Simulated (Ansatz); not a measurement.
All-electron LAPW in Ansatz 0.2.0 under PBE, scalar-relativistic, energies extrapolated to zero smearing. Slabs are 1×1 cells cut from bulk crystals relaxed on PAW files, with atoms then relaxed, 16 to 20 Å of vacuum, a dipole correction, k spacings of 0.16 to 0.26 Å⁻¹ and smearing of 0.02 to 0.1 eV, without spin–orbit coupling or spin polarisation. The bulk type named needn't be the stable one, and no reconstruction is allowed.

(1) Order these slabs by work function, lowest first.
A. hcp Be (0001), 6 layers
B. fcc Ca (210), 6 layers
C. fcc Si (111), 5 layers

Answers

(1) B (2.71 eV), C (4.22 eV), A (5.35 eV).
